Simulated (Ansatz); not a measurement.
From the elastic tensor of BN at 3 GPa (stress–strain coefficients) to moduli and sound speeds

Computed with DFT PBEsol, scalar-relativistic, plane waves, PAW (Ansatz 0.2.0). Cutoff 420 eV, 12×12×4 k-points (Γ-centred), fixed occupations. No spin polarisation.

Symmetry: P6_3/mmc, No. 194, hexagonal system. Conventional cell: a = 2.498 Å, b = 2.498 Å, c = 6.249 Å, α = 90.00°, β = 90.00°, γ = 120.00°. Around B (site symmetry -6m2) lie 3 N at 1.44 Å. N (site symmetry -6m2) has 3 B at 1.44 Å as nearest neighbours.

The crystal is built of layers and no dispersion correction was added, so the binding between them is poorly described, and with it their spacing and whatever depends on it.

Relaxed-ion constants (GPa, on the Cartesian axes of the calculation):
```
941.9 228.0   6.5   0.0   0.0   0.0
228.0 941.9   6.5   0.0   0.0   0.0
  6.7   6.7  47.6   0.0   0.0   0.0
  0.0   0.0   0.0   7.6   0.0   0.0
  0.0   0.0   0.0   0.0   7.6   0.0
  0.0   0.0   0.0   0.0   0.0 356.9
```

Density 2.440 g/cm³; 4 atoms in 33.78 Å³.

The values that follow are for a polycrystal of randomly turned grains, by Hill's mean where one number stands. In a crystal this anisotropic the Voigt and Reuss bounds lie far apart, so Hill's mean and the sound speeds and Debye temperature from it are rough.

With S = C⁻¹: B_V = (C11+C22+C33+2(C12+C13+C23))/9, G_V = (C11+C22+C33−C12−C13−C23+3(C44+C55+C66))/15, 1/B_R = S11+S22+S33+2(S12+S13+S23), 15/G_R = 4(S11+S22+S33−S12−S13−S23)+3(S44+S55+S66); Hill is their mean. Then v_l = √((B+4G/3)/ρ), v_t = √(G/ρ), v_m = [(2/v_t³+1/v_l³)/3]^(−1/3) and Θ = (ħ/k_B)·v_m·(6π²n/V)^(1/3) for n atoms in the volume V; E = 9BG/(3B+G), ν = (3B−2G)/(2(3B+G)) and A^U = 5G_V/G_R + B_V/B_R − 6.

| Quantity | Value |
| --- | --- |
| Bulk modulus, Voigt / Reuss / Hill | 268.2 / 44.9 / 156.6 GPa |
| Shear modulus, Voigt / Reuss / Hill | 187.1 / 16.7 / 101.9 GPa |
| Young's modulus | 251 GPa |
| Poisson ratio | 0.233 |
| Pugh ratio B/G | 1.54 |
| Universal anisotropy index | 55.95 |
| Longitudinal and transverse sound speeds | 10948 and 6463 m/s |
| Debye temperature from the mean sound speed | 1047 K |

Cost: 1 run of about 1.2 core-minutes, on Arm Neoverse N1 (shared hosts).

The stiffness is concentrated within the layers: C11 is 941.9 GPa, against 47.6 GPa for C33 and 7.6 GPa for C44. In-plane strain stretches and bends strong, partly ionic sp² σ bonds, whereas compression along c mainly changes the gap between layers that share no covalent bonds. Sliding is easier still, because the interlayer energy depends only weakly on the lateral registry of the sheets.

Hydrostatic compression is therefore taken up almost entirely along c, which is why the Reuss bulk modulus, 44.9 GPa, lies close to C33. For a single crystal under uniform pressure this is the relevant bulk modulus, not the much larger Hill mean. Likewise, the Pugh ratio says little about ductility or brittleness here, since easy basal shear and cleavage are hidden by the averaging.

The constants satisfy the elastic stability conditions for a hexagonal crystal at this pressure, but this tests only homogeneous strains and does not exclude phonon instabilities at finite wavevector.
